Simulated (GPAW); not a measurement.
# Te (R-3m) in GPAW: convergence with basis set

Aim: find how far basis set must go before the results for Te settle, at PBE. This setting moves, with any that are tied to it; all else stays.

Program: GPAW 26.7.0. These are calculated values, not measurements. Logs are shortened: lines on timing, memory, paths and dates and some standing lists are left out, and cuts for length are marked. The log counts tension as positive stress, the text compression.

**1. Starting point**

The structure is trigonal, space group R-3m (No. 166). Conventional cell: a = 4.612 Å, b = 4.612 Å, c = 5.073 Å, α = 90.00°, β = 90.00°, γ = 120.00°. Around Te (site symmetry -3m) lie 6 Te at 3.15 Å.

This isn't the form of Te at room conditions, which is trigonal, of chains.

**2. With basis set lcao:sz(dzp)**

Contents of run.py:

```python
from ase.dft.bandgap import bandgap
from ase.io import read, write
from gpaw import GPAW

atoms = read('Te.xyz')

calc = GPAW(mode='lcao',
            h=0.16,
            basis='sz(dzp)',
            xc='PBE',
            kpts={'size': (9, 9, 9), 'gamma': True},
            occupations={'name': 'fermi-dirac', 'width': 0.05},
            convergence={'density': 1e-05, 'energy': 1e-05},
            maxiter=100,
            txt='gpaw.txt')
atoms.calc = calc
energy = atoms.get_potential_energy()
forces = atoms.get_forces()
calc.write('gs.gpw')
write('result.traj', atoms)
print(f'Energy: {energy:.6f} eV')
print('Forces (eV/A):')
print(forces.round(4))
print('Fermi level:', round(calc.get_fermi_level(), 4), 'eV')
print(f'Gap: {bandgap(calc)[0]:.4f} eV, direct: {bandgap(calc, direct=True)[0]:.4f} eV')
```

Contents of Te.xyz:

```xyz
1
Lattice="2.3059043427 1.3313144930 1.6909537039 -2.3059043427 1.3313144930 1.6909537039 0.0000000000 -2.6626289860 1.6909537039" Properties=species:S:1:pos:R:3 pbc="T T T"
Te     0.0000000000      0.0000000000      2.5364305558
```

Potentials or basis: GPAW PAW data sets (gpaw-data 1.2.1), lcao:sz(dzp).

The run is started by

```sh
OMP_NUM_THREADS=1 python run.py
```

gpaw.txt:

```text
__  _  _
 | _ |_)|_||  |
 |__||  | ||/\| - 26.7.0

Input parameters:
  mode=LCAO(),
  basis={'default': 'sz(dzp)'},
  convergence={'density': 1e-05, 'energy': 1e-05},
  h=0.16,
  kpts=MonkhorstPack(size=(9, 9, 9), gamma=True),
  maxiter=100,
  occupations=Occupations(name='fermi-dirac', width=0.05),
  xc=XC(name='PBE')

       Te

Atoms  # Å, Bohr magnetons
|   | symbol |        x |        y |        z |    initial magnetic moments |
|---|--------|----------|----------|----------|-----------------------------|
| 0 |     Te | 0.000000 | 0.000000 | 2.536431 | ( 0.0000,  0.0000,  0.0000) |

Unit cell  # Å
| periodic |         x |         y |        z |  lengths |    angles |
|----------|-----------|-----------|----------|----------|-----------|
|      yes |  2.305904 |  1.331314 | 1.690954 | 3.154190 | 93.950761 |
|      yes | -2.305904 |  1.331314 | 1.690954 | 3.154190 | 93.950761 |
|      yes |  0.000000 | -2.662629 | 1.690954 | 3.154190 | 93.950761 |

Number of symmetries: 12
Symmetry operations  # r_c * U_cc + t_c -> r_c
|    | kind |            matrix            |
|----|------|------------------------------|
|  0 |  E   |  1, 0, 0,  0, 1, 0,  0, 0, 1 |
|  1 |  σ   |  1, 0, 0,  0, 0, 1,  0, 1, 0 |
|  2 |  σ   |  0, 1, 0,  1, 0, 0,  0, 0, 1 |
|  3 |  C3  |  0, 1, 0,  0, 0, 1,  1, 0, 0 |
|  4 |  C3  |  0, 0, 1,  1, 0, 0,  0, 1, 0 |
|  5 |  σ   |  0, 0, 1,  0, 1, 0,  1, 0, 0 |
|  6 |  C2  |  0, 0,-1,  0,-1, 0, -1, 0, 0 |
|  7 |  S6  |  0, 0,-1, -1, 0, 0,  0,-1, 0 |
|  8 |  S6  |  0,-1, 0,  0, 0,-1, -1, 0, 0 |
|  9 |  C2  |  0,-1, 0, -1, 0, 0,  0, 0,-1 |
| 10 |  C2  | -1, 0, 0,  0, 0,-1,  0,-1, 0 |
| 11 |  i   | -1, 0, 0,  0,-1, 0,  0, 0,-1 |

BZ-sampling:
  Number of BZ points: 729
  Number of IBZ points: 85

  Monkhorst-Pack size: [9, 9, 9]
  Monkhorst-Pack shift: [0, 0, 0]

K-points  # in reciprocal-cell coordinates
|     |                                coordinates |     weight |
|-----|--------------------------------------------|------------|
|   0 | (  0.00000000,   0.00000000,   0.00000000) | 0.00137174 |
|   1 | (  0.11111111,   0.00000000,  -0.11111111) | 0.00823045 |
|   2 | (  0.11111111,   0.00000000,   0.00000000) | 0.00823045 |
[... 186 lines left out ...]
    |    s |        |      12.123 |    1.180 |
    |    p |        |      21.256 |    1.196 |
    |    d |        |       0.000 |    1.238 |

    LCAO basis set for Te:
      Name: sz(dzp)
      File: <dir>
      Number of radial functions: 2
      Number of spherical harmonics: 4
        l=0, rc=6.2500 Bohr: 5s-sz confined orbital
        l=1, rc=8.0156 Bohr: 5p-sz confined orbital
      Number of RI-basis functions 0

Reference energy: -184790.683434  # eV

eigensolver:
  <gpaw.new.lcao.eigensolver.LCAOEigensolver object>
density mixing:
  MSR1-Mixer
  Pratt-step length: 0.05
  Maximum mixing coefficient: 0.75
  Old densities: 10
  SVD Regularization: 0.005
  Good broyden scale: 1.0
  Trust region scale: 1.0
  Backstep threshold: 4.0
  History deletion threshold: 6.0
  Fourier metric: weight=20.0, sigma=0.015

occupation numbers:
  Fermi-Dirac:
    width: 0.0500  # eV

FastPoissonSolver using
    Stencil: 12*3+1=37 point O(h^6) finite-difference Laplacian
    FFT axes: [np.int64(0), np.int64(1), np.int64(2)]
    FST axes: []

xc functional:
  name: PBE with 2 nearest neighbor stencil
interpolation: tri-quintic # 5. degree polynomial

convergence criteria:
- Maximum integral of absolute [dens]ity change: 1e-05 electrons / valence electron
- Maximum [total energy] change in last 3 cyles: 1e-05 eV / valence electron
- Maximum integral of absolute [eigenst]ate change: 4e-08 eV^2 / valence electron
maximum number of iterations: 100

SCF iterations
|iter     | |      energy | eigst |  dens |
|---------|-|-------------|-------|-------|
|iter:   1| |   -2.561594 |      c|       |
|iter:   2| |   -2.560401 |      c| -1.72 |
|iter:   3| |   -2.550534 |      c| -1.75 |
|iter:   4| |   -2.549603 |      c| -2.32 |
|iter:   5| |   -2.549600 |      c| -3.44 |
|iter:   6| |   -2.549599c|      c| -4.05 |
|iter:   7| |   -2.549599c|      c| -6.20c|

Converged in 7 steps
Energy contributions relative to reference atoms: (reference = -184790.683434)

Energy contributions:
  Kinetic:          23.606163
  Coulomb:         -21.533720
  Zero:              0.002649
  External:          0.000000
  Xc:               -4.622343
  Entropy:          -0.004697
  Spinorbit:         0.000000
  ----------------------------
  Free energy:      -2.551948
  Extrapolated:     -2.549599

dipole moment: (0.000000, -0.000000, -0.000000)  # |e|*Ang

Fermi level: 7.262
Eigenvalues  # (at kpt = [0.000, 0.000, 0.000])
| band index |      eig [eV] | occ [0-2] |
|------------|---------------|-----------|
|          0 |        -6.803 |     2.000 |
|          1 |         8.106 |     0.000 |
|          2 |         8.630 |     0.000 |
|          3 |         8.630 |     0.000 |

No gap
No difference between direct/indirect transitions

Forces  # eV/Ang
|       x |        y |        z |
|---------|----------|----------|
| 0.00000 | -0.00000 | -0.00000 |  # Te   0

# Writing to gs.gpw (mode='')
```

stdout:

```text
Energy: -2.549599 eV
Forces (eV/A):
[[ 0. -0. -0.]]
Fermi level: 7.262 eV
Gap: 0.0000 eV, direct: 0.0000 eV
```

Run time: 12 s. Hardware: 1 thread of Arm Neoverse V2, shared host; peak memory 0.15 GiB.

What came out:

```yaml
Free_energy: -2.5519 eV
Band_gap_on_the_k_mesh: none (metal or under the smearing width)
```

**3. With basis set lcao:szp(dzp)**

run.py: that of step 2 with these lines changed.

```diff
@@ -8,3 +8,3 @@
             h=0.16,
-            basis='sz(dzp)',
+            basis='szp(dzp)',
             xc='PBE',
```

Te.xyz is that of step 2.

Potentials or basis: GPAW PAW data sets (gpaw-data 1.2.1), lcao:szp(dzp).

The run is started by

```sh
OMP_NUM_THREADS=1 python run.py
```

Wall time 42 s (1 thread of Arm Neoverse V2, shared host); peak memory 0.16 GiB.

Results:

```yaml
Free_energy: -2.7496 eV
Band_gap_on_the_k_mesh: none (metal or under the smearing width)
```

**4. With basis set lcao:dz(dzp)**

run.py: that of step 3 with these lines changed.

```diff
@@ -8,3 +8,3 @@
             h=0.16,
-            basis='szp(dzp)',
+            basis='dz(dzp)',
             xc='PBE',
```

Te.xyz is that of step 3.

Potentials or basis: GPAW PAW data sets (gpaw-data 1.2.1), lcao:dz(dzp).

The run is started by

```sh
OMP_NUM_THREADS=1 python run.py
```

It took 17 s on 1 thread of Arm Neoverse V2, shared host; peak memory 0.15 GiB.

What came out:

- Free energy: -2.7146 eV
- Band gap on the k mesh: none (metal or under the smearing width)

**5. With basis set lcao:dzp**

run.py: that of step 4 with these lines changed.

```diff
@@ -8,3 +8,3 @@
             h=0.16,
-            basis='dz(dzp)',
+            basis='dzp',
             xc='PBE',
```

Te.xyz is that of step 4.

Potentials or basis: GPAW PAW data sets (gpaw-data 1.2.1), lcao:dzp.

The run is started by

```sh
OMP_NUM_THREADS=1 python run.py
```

It took 55 s on 1 thread of Arm Neoverse V2, shared host; peak memory 0.16 GiB.

It converged, with:

```yaml
Free_energy: -2.8462 eV
Band_gap_on_the_k_mesh: none (metal or under the smearing width)
```

**6. With basis set fd**

run.py: that of step 5 with these lines changed.

```diff
@@ -6,5 +6,4 @@
 
-calc = GPAW(mode='lcao',
+calc = GPAW(mode='fd',
             h=0.16,
-            basis='dzp',
             xc='PBE',
@@ -12,2 +11,3 @@
             occupations={'name': 'fermi-dirac', 'width': 0.05},
+            nbands=9,
             convergence={'density': 1e-05, 'energy': 1e-05},
```

Te.xyz is that of step 5.

Potentials or basis: GPAW PAW data sets (gpaw-data 1.2.1), fd.

The run is started by

```sh
OMP_NUM_THREADS=1 python run.py
```

Wall time 58 s (1 thread of Arm Neoverse V2, shared host); peak memory 0.32 GiB.

Results (log left out):

| Item | Value |
| --- | --- |
| Free energy | -3.1498 eV |
| Band gap on the k mesh | none (metal or under the smearing width) |

**7. With basis set pw**

run.py: that of step 6 with these lines changed.

```diff
@@ -2,3 +2,4 @@
 from ase.io import read, write
-from gpaw import GPAW
+from ase.units import GPa
+from gpaw import GPAW, PW
 
@@ -6,4 +7,3 @@
 
-calc = GPAW(mode='fd',
-            h=0.16,
+calc = GPAW(mode=PW(600),
             xc='PBE',
@@ -18,2 +18,3 @@
 forces = atoms.get_forces()
+stress = atoms.get_stress()
 calc.write('gs.gpw')
@@ -23,2 +24,3 @@
 print(forces.round(4))
+print('Stress (GPa):', (stress / GPa).round(3))
 print('Fermi level:', round(calc.get_fermi_level(), 4), 'eV')
```

Te.xyz is that of step 6.

Potentials or basis: GPAW PAW data sets (gpaw-data 1.2.1), pw.

The run is started by

```sh
OMP_NUM_THREADS=1 python run.py
```

Run time: 11 s. Hardware: 1 thread of Arm Neoverse V2, shared host; peak memory 0.15 GiB.

Results (log left out):

| Quantity | Value |
| --- | --- |
| Free energy | -3.1539 eV |
| Pressure | 2.2 GPa |
| Band gap on the k mesh | none (metal or under the smearing width) |

**8. Summary**

| basis set | energy less the tightest run, at zero smearing (meV/atom) | SCF cycles | CPU time (s) | peak memory (GiB) |
| --- | --- | --- | --- | --- |
| lcao:sz(dzp) | 601.59 | 7 | 12 | 0.15 |
| lcao:szp(dzp) | 403.98 | 7 | 42 | 0.16 |
| lcao:dz(dzp) | 439.26 | 8 | 17 | 0.15 |
| lcao:dzp | 307.66 | 8 | 55 | 0.16 |
| fd | 4.09 | 14 | 58 | 0.32 |
| pw | 0.00 | 9 | 11 | 0.15 |

Not settled before the last step: the energy (to 1 meV/atom). The tightest run that finished is the yardstick and may itself not be fully converged.
